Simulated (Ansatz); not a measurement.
System: GeTe (R3m, No. 160, 2 atoms in the cell). Method: r²SCAN+rVV10 (plane waves, PAW; Ansatz, an electronic-structure program).

Excerpt of the program's output:

```
Crystal: 2 atoms, lattice volume = 54.297 Å³
Basis set: ecut = 560 eV, 1639 PW (Γ), exchange–correlation on 108×108×108 points (27 copies of the dense FFT grid, shifted against one another)
Bands: 19, of which v1, the nominal top of the filled ones, is band 15 counted from 1 (14 counted from 0)
Symmetry: 6 space group operations
Space group: R3m (ITA 160), of the structure as read, at distance tolerance 3.8e-5 Å
k-points: 116 of 1000 (time reversal used)
Initial density: superposition of atomic densities (chi_scale 0.1, normalization cell, long waves kept (reshape's long-wave potential 0.00 eV rms))
Functional: x = r2scan, c = r2scan + rvv10(b = 11.95, C = 0.0093); τ floored in thin density (d = 2e-4 eV/Å³)
SCF iter   1: F=—  HF=-11294.626695 eV  |F-HF|=—  |Δ(HF+E_count)|=         —  Δρ=1.68e-2  dr2=1.09e-1  dr2_τ=1.48e-3
SCF iter   2: F=—  HF=-11294.666062 eV  |F-HF|=—  |Δ(HF+E_count)|=   3.94e-2  Δρ=8.69e-3  dr2=2.91e-2  dr2_τ=2.58e-4
  ...
SCF iter   8: F=—  HF=-11294.675769 eV  |F-HF|=—  |Δ(HF+E_count)|=   4.03e-9  Δρ=7.73e-7  dr2=2.97e-10  dr2_τ=1.15e-11
SCF iter   9: F=-11294.675769 eV  HF=-11294.675769 eV  |F-HF|=0.00e0  |Δ(HF+E_count)|=  1.13e-10  Δρ=1.88e-7  dr2=1.66e-11  dr2_τ=1.91e-13
SCF 1 converged in 9 iterations: F = -11294.675769 eV  dr2 = 1.66e-11
SCF converged after 9 iterations
Free energy (F): -11294.675769 eV
Internal energy: -11294.675769 eV  (E = F + TS)
E sigma→0 (E₀):  -11294.675769 eV
Fermi energy:    9.399521 eV
--- Forces (eV/Å), atoms counted from 1 ---
  atom   1  Ge     0.00000000     0.00000000    -0.00229198
  atom   2  Te     0.00000000    -0.00000000     0.00229500
--- Stress (GPa, compression-positive) ---
        0.011267       0.000000      -0.000000
        0.000000       0.011267       0.000000
       -0.000000       0.000000      -0.018400
  P = ⅓ Tr σ = 0.0014 GPa (0.014 kbar)
```

Problem. Write an input file that could have produced this run (the log leaves some choices open).

Solution. This is not unique; one that fits is 
Ansatz 0.2 input:
```yaml
crystal:
  lattice:
    - [2.0858303775, 1.2042545667, 3.60270603]
    - [-2.0858303775, 1.2042545667, 3.60270603]
    - [0.0, -2.408509623, 3.6027058663]
  atoms:
    - { symbol: Ge, position: [0.9944709266, 0.9944709266, 0.9944709266] }
    - { symbol: Te, position: [0.5265360734, 0.5265360734, 0.5265360734] }
basis:
  ecutwfc: 560
  ecutrho_ratio: 4
  xc_grid: 3
kpoints:
  mp_grid: { grid: [10, 10, 10] }
  band_path:
    path:
      - [0.0, 0.0, 0.0]
      - [-0.0625, -0.0625, -0.0625]
      - [-0.125, -0.125, -0.125]
      - [-0.1875, -0.1875, -0.1875]
      - [-0.25, -0.25, -0.25]
      - [-0.3125, -0.3125, -0.3125]
      - [-0.375, -0.375, -0.375]
      - [-0.4375, -0.4375, -0.4375]
      - [-0.5, -0.5, -0.5]
      - [-0.5, -0.463022, -0.536978]
      - [-0.5, -0.426044, -0.573956]
      - [-0.5, -0.389066, -0.610934]
      - [-0.5, -0.352089, -0.647911]
      - [-0.5, -0.315111, -0.684889]
      - [-0.5, -0.278133, -0.721867]
      - [-0.5, -0.241155, -0.758845]
      - [-0.241155, 0.241155, -0.5]
      - [-0.206704, 0.206704, -0.5]
      - [-0.172254, 0.172254, -0.5]
      - [-0.137803, 0.137803, -0.5]
      - [-0.103352, 0.103352, -0.5]
      - [-0.068901, 0.068901, -0.5]
      - [-0.034451, 0.034451, -0.5]
      - [0.0, 0.0, -0.5]
      - [0.0, 0.0, -0.444444]
      - [0.0, 0.0, -0.388889]
      - [0.0, 0.0, -0.333333]
      - [0.0, 0.0, -0.277778]
      - [0.0, 0.0, -0.222222]
      - [0.0, 0.0, -0.166667]
      - [0.0, 0.0, -0.111111]
      - [0.0, 0.0, -0.055556]
      - [0.0, 0.033689, -0.033689]
      - [0.0, 0.067378, -0.067378]
      - [0.0, 0.101067, -0.101067]
      - [0.0, 0.134755, -0.134755]
      - [0.0, 0.168444, -0.168444]
      - [0.0, 0.202133, -0.202133]
      - [0.0, 0.235822, -0.235822]
      - [0.0, 0.269511, -0.269511]
      - [0.0, 0.3032, -0.3032]
      - [0.0, 0.336889, -0.336889]
      - [0.0, 0.370577, -0.370577]
      - [-0.370577, 0.0, -0.629423]
      - [-0.413718, 0.0, -0.586282]
      - [-0.456859, 0.0, -0.543141]
      - [-0.5, 0.0, -0.5]
      - [-0.45, 0.0, -0.45]
      - [-0.4, 0.0, -0.4]
      - [-0.35, 0.0, -0.35]
      - [-0.3, 0.0, -0.3]
      - [-0.25, 0.0, -0.25]
      - [-0.2, 0.0, -0.2]
      - [-0.15, 0.0, -0.15]
      - [-0.1, 0.0, -0.1]
      - [-0.05, 0.0, -0.05]
    npoints: 1
hamiltonian:
  xc: r2scan
  dispersion: rvv10
  pseudopotentials: { azcp: { folder: ./paw }, kind: paw }
scf:
  occupations: { method: fermi_dirac, width: 0.01 }
  convergence: { dr2_threshold: 0.0000000002 }
output:
  forces: true
  stress: true
  eigenvalues: true
  write_bands: true
```

The PAW data were made under PBE.

Computing time: very roughly 60 core-seconds.
